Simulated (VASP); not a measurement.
# Vibrations of ZnS (Sphalerite) at several levels of theory, part 3 of 3

Aim: the vibrations of ZnS (Sphalerite) at the zone centre, at several levels of theory. The starting structure is a measured crystal structure from the Crystallography Open Database.

VASP 6.6.1.

Results so far: LDA T2 292.1 cm⁻¹; LDA at the measured cell T2 260.9 cm⁻¹; PBEsol T2 279.7 cm⁻¹; PBE T2 261.4 cm⁻¹; PBEsol + D3(BJ) T2 293.5 cm⁻¹; r2SCAN T2 270.8 cm⁻¹.

### Step 8. Modes with r2SCAN + rVV10

Level of this step: r2SCAN with rVV10; plane waves and PAW (Zn, S) (VASP).

rVV10 adds a nonlocal correlation energy for dispersion. The cell comes from a relaxation at this level, not shown (38.66 Å³).

INCAR

```
SYSTEM = ZnS
PREC = Accurate
ENCUT = 450
EDIFF = 1E-08
NELM = 100
ISMEAR = 0
SIGMA = 0.03
LREAL = .FALSE.
ALGO = Normal
METAGGA = R2SCAN
LUSE_VDW = .TRUE.
IVDW_NL = 2
BPARAM = 11.95
CPARAM = 0.0093
LASPH = .TRUE.
NBANDS = 15
LORBIT = 11
LWAVE = .FALSE.
LCHARG = .FALSE.
KPAR = 8
IBRION = 6
NFREE = 2
POTIM = 0.015
NSW = 1
ISIF = 2
```

POSCAR

```
ZnS
1.0
    0.0000000000      2.6837105415      2.6837105415
    2.6837105415      0.0000000000      2.6837105415
    2.6837105415      2.6837105415      0.0000000000
Zn S
1 1
Direct
    0.0000000000      0.0000000000      0.0000000000
    0.7500000000      0.7500000000      0.7500000000
```

KPOINTS

```
Automatic mesh
0
Gamma
10 10 10
0 0 0
```

PAW data sets: Zn and S (PBE family, release 64).

Run with:

```sh
> mpirun -np 8 vasp_std
```

Output:

```text
[banner, memory and clock lines left out]
running    8 mpi-ranks, on    1 nodes
[...]
[... a notice as in an earlier step ...]

|                                                                             |
|               ----> ADVICE to this user running VASP <----                  |
|                                                                             |
|     You have switched on vdW-DFT.                                           |
|     This routine was written and supplied by Jiri Klimes. We recommend      |
|     that you carefully read and cite the following publications:            |
|       J. Klimes, D.R. Bowler, A. Michelides                                 |
|          J. Phys.: Cond Matt. 22 022201 (2010)                              |
|       J. Klimes, D.R. Bowler, A. Michelides                                 |
|          Phys. Rev. B. 83, 195131 (2011)                                    |
|     and references therein.                                                 |
[...]
Total rVV10 correction in eV:      0.5043838    19.1243595
Total rVV10 correction in eV:      0.5043838    19.1243595
Total rVV10 correction in eV:      0.5043838    19.1243595
Total rVV10 correction in eV:      0.5043838    19.1243595
Total rVV10 correction in eV:      0.5043838    19.1243595
Total rVV10 correction in eV:      0.5043838    19.1243595
Total rVV10 correction in eV:      0.5043839    19.1243595
Total rVV10 correction in eV:      0.5043839    19.1243595
Total rVV10 correction in eV:      0.5043839    19.1243595
Total rVV10 correction in eV:      0.5043839    19.1243595
Total rVV10 correction in eV:      0.5043839    19.1243595
Total rVV10 correction in eV:      0.5043839    19.1243595
Total rVV10 correction in eV:      0.5043839    19.1243595
Total rVV10 correction in eV:      0.5043839    19.1243595
   1 F= -.18358289E+02 E0= -.18358289E+02  d E =-.136599E-11
[... from here on, the cycles between the ionic steps are left out ...]
   2 F= -.18357701E+02 E0= -.18357701E+02  d E =-.966894E-12
   3 F= -.18357707E+02 E0= -.18357707E+02  d E =-.971603E-12
   4 F= -.18357591E+02 E0= -.18357591E+02  d E =-.937473E-12
   5 F= -.18357582E+02 E0= -.18357582E+02  d E =-.931608E-12
 Finite differences progress:
  Degree of freedom:   2/  2
  Displacement:        2/  2
  Total:               4/  4
```

It took 6.6 min on 8 MPI ranks of AMD EPYC 7R43, shared host; peak memory 2.7 GiB.

From OUTCAR (step 8):

```text
  Total        0.0019968      0.0041199      0.0041199      0.0000000     -0.0947802      0.0000000
  in kB        0.0827587      0.1707487      0.1707487      0.0000000     -3.9281769      0.0000000
  external PRESSURE =       0.1414187 kB  Pullay stress =       0.0000000 kB

 POSITION                                       TOTAL-FORCE (eV/Angst)
 -----------------------------------------------------------------------------------
      0.00000      0.00000      0.00000        -0.092637     -0.000000     -0.000000
      4.01057      4.02557      4.02557         0.092637      0.000000      0.000000
 -----------------------------------------------------------------------------------
    total drift:                                0.000197     -0.000002     -0.000001

  FREE ENERGIE OF THE ION-ELECTRON SYSTEM (eV)
  ---------------------------------------------------
  free  energy   TOTEN  =       -18.3575817038 eV

  energy  without entropy=      -18.3575817038  energy(sigma->0) =      -18.35758170

[... 1 part as in an earlier step ...]

[... 2 further parts left out ...]
[key lines of the parts left out:]
E-fermi :   2.1524
```

With r2SCAN + rVV10 the mode is T2 276.8 cm⁻¹, -15.3 cm⁻¹ from LDA.

### Step 9. Modes with AM05

AM05 is built from the electron gas and the surface model, and does well on lattice constants. The cell comes from a relaxation at this level, not shown (38.77 Å³).

INCAR

```
SYSTEM = ZnS
PREC = Accurate
ENCUT = 450
EDIFF = 1E-08
NELM = 100
ISMEAR = 0
SIGMA = 0.03
LREAL = .FALSE.
ALGO = Normal
GGA = AM
NBANDS = 15
LORBIT = 11
LWAVE = .FALSE.
LCHARG = .FALSE.
KPAR = 8
IBRION = 8
LEPSILON = .TRUE.
LPEAD = .TRUE.
ISIF = 2
```

POSCAR

```
ZnS
1.0
    0.0000000000      2.6862844396      2.6862844396
    2.6862844396      0.0000000000      2.6862844396
    2.6862844396      2.6862844396      0.0000000000
Zn S
1 1
Direct
    0.0000000000      0.0000000000      0.0000000000
    0.7500000000      0.7500000000      0.7500000000
```

KPOINTS is that of step 8.

Run with:

```sh
> mpirun -np 8 vasp_std
```

Output:

```text
[... set-up lines as in an earlier step ...]
 entering main loop
       N       E                     dE             d eps       ncg     rms          rms(c)
DAV:   1     0.851057865750E+02    0.85106E+02   -0.83101E+03  1410   0.132E+03
DAV:   2    -0.196837878143E+01   -0.87074E+02   -0.81860E+02  1571   0.252E+02
DAV:   3    -0.748062836337E+01   -0.55122E+01   -0.54895E+01  1746   0.646E+01
DAV:   4    -0.753769563691E+01   -0.57067E-01   -0.57057E-01  1690   0.688E+00
[...]
DAV:  14    -0.713939118017E+01    0.23587E-07   -0.44250E-08  1892   0.472E-03    0.139E-03
DAV:  15    -0.713939116575E+01    0.14419E-07   -0.31697E-08  1585   0.204E-03    0.127E-04
DAV:  16    -0.713939116672E+01   -0.96998E-09   -0.36061E-09   880   0.796E-04
   1 F= -.71393912E+01 E0= -.71393912E+01  d E =-.990661E-19
 Linear response reoptimize wavefunctions to high precision
DAV:   1    -0.713939116734E+01   -0.61664E-09   -0.32997E-10  1125   0.309E-04
DAV:   2    -0.713939116733E+01    0.27285E-11   -0.86923E-11   824   0.890E-05
 Linear response to external field (no local field effect), progress :
[...]
RMM:  12    -0.209397287661E+00   -0.10555E-08    0.51144E-10  8798   0.131E-05    0.237E-07
 first order change of Fermi-energy  -0.74217E-04
 force on displaced ion       1 direction 1 :  -6.038  -0.000  -0.000
 Born effective charge ion    1 direction 1 :   1.966   0.000   0.000
 Linear response progress:
  Degree of freedom:   2/  2
       N       E                     dE             d eps       ncg     rms          rms(c)
RMM:   1    -0.106339558355E+00   -0.10634E+00    0.50654E-02 12744   0.225E+00
RMM:   2    -0.104088076035E+00    0.22515E-02   -0.47472E-03  8298   0.645E-01    0.166E-01
RMM:   3    -0.104486889134E+00   -0.39881E-03   -0.29585E-04  8865   0.137E-01    0.823E-02
RMM:   4    -0.104909168959E+00   -0.42228E-03   -0.59285E-05  9044   0.514E-02    0.168E-02
[...]
RMM:  10    -0.104941310795E+00   -0.24007E-06   -0.68508E-09  9505   0.473E-05    0.170E-05
RMM:  11    -0.104941348417E+00   -0.37622E-07   -0.28533E-09  9363   0.272E-05    0.605E-06
RMM:  12    -0.104941343895E+00    0.45215E-08    0.10907E-08  8243   0.145E-05    0.584E-07
 first order change of Fermi-energy   0.38167E-03
 force on displaced ion       2 direction 1 :  -6.002   0.000   0.000
 Born effective charge ion    2 direction 1 :  -1.966   0.000   0.000
 Born effective charges drift removed
 Linear response finished
```

The job ended after 3.2 min (8 MPI ranks; peak memory 2.9 GiB; 25 min of CPU time).

From OUTCAR (step 9):

```text
  Total       -0.0033190     -0.0033190     -0.0033190      0.0000000     -0.0000000      0.0000000
  in kB       -0.1371594     -0.1371594     -0.1371594      0.0000000     -0.0000000      0.0000000
  external PRESSURE =      -0.1371594 kB  Pullay stress =       0.0000000 kB

 POSITION                                       TOTAL-FORCE (eV/Angst)
 -----------------------------------------------------------------------------------
      0.00000      0.00000      0.00000         0.000000     -0.000000     -0.000000
      4.02943      4.02943      4.02943        -0.000000      0.000000      0.000000
 -----------------------------------------------------------------------------------
    total drift:                               -0.000001     -0.000001     -0.000000

 MACROSCOPIC STATIC DIELECTRIC TENSOR (including local field effects in DFT)
 ------------------------------------------------------
           5.919713    -0.000000     0.000000
           0.000000     5.919713    -0.000000
           0.000000    -0.000000     5.919713
 ------------------------------------------------------

 MACROSCOPIC STATIC DIELECTRIC TENSOR IONIC CONTRIBUTION
 ------------------------------------------------------
           2.997554    -0.000000     0.000000
          -0.000000     2.997554     0.000000
           0.000000     0.000000     2.997554
 ------------------------------------------------------

[... 1 part as in an earlier step ...]

[... 1 further part left out ...]
```

With AM05 the mode is T2 275.7 cm⁻¹, -16.4 cm⁻¹ from LDA.

### Step 10. Comparison

| run | T2 | method | core minutes |
| --- | --- | --- | --- |
| LDA | 292.1 | perturbation theory | 30.5 |
| LDA at the measured cell | 260.9 | perturbation theory | 29.7 |
| PBEsol | 279.7 | perturbation theory | 34.1 |
| PBE | 261.4 | perturbation theory | 33.2 |
| PBEsol + D3(BJ) | 293.5 | finite displacements | 6.0 |
| r2SCAN | 270.8 | finite displacements | 30.1 |
| r2SCAN + rVV10 | 276.8 | finite displacements | 52.8 |
| AM05 | 275.7 | perturbation theory | 25.3 |

Modes are in cm⁻¹, degenerate ones as one, matched between runs by symmetry and order. A number in brackets counts the listed modes of one symmetry from the lowest. The symmetry labels come from an automatic analysis and can be wrong where levels nearly coincide. Core minutes are wall time times ranks of the run shown, on a shared host.

### Step 11. Summary of results

```
T2, LDA                      : 292.1 cm⁻¹
T2, LDA at the measured cell : 260.9 cm⁻¹
T2, PBEsol                   : 279.7 cm⁻¹
T2, PBE                      : 261.4 cm⁻¹
T2, PBEsol + D3(BJ)          : 293.5 cm⁻¹
T2, r2SCAN                   : 270.8 cm⁻¹
T2, r2SCAN + rVV10           : 276.8 cm⁻¹
T2, AM05                     : 275.7 cm⁻¹
```

What this shows: On the cells relaxed at each level, the T2 mode of ZnS (Sphalerite) lies between 261 cm⁻¹ (PBE) and 294 cm⁻¹ (PBEsol + D3(BJ)). Taking the measured cell, +6.3 % in volume, instead of the one relaxed with LDA moves T2 by -31.2 cm⁻¹. Some levels use perturbation theory and the others finite displacements, so their times can't be compared. LASPH is on in some of these runs and off in others, which adds a little to the differences. The dielectric constants and Born charges in the logs aren't compared here; at a small gap they can be far off, and in a run without a gap they mean nothing. The translations, which should lie at zero, come out at up to 4.4 cm⁻¹ with r2SCAN and 3.6 cm⁻¹ with r2SCAN + rVV10; the modes of such a run are uncertain by as much or more. The frequencies are harmonic, and the splitting of polar modes by their long-range field is left out. Further runs on this material are not shown.

[Lines on the potential files, build, host, timing and source positions are cut from VASP's logs without a mark.]

[Logs are printed without paths, hosts, clocks, repeated set-up lines and the standing remarks that a program may print on its own settings, such as how far it seeks lower states.]

[Hosts, paths, dates, database ids (printed as entryN), source tags and the programs' standing remarks are cut or masked in the printed files.]
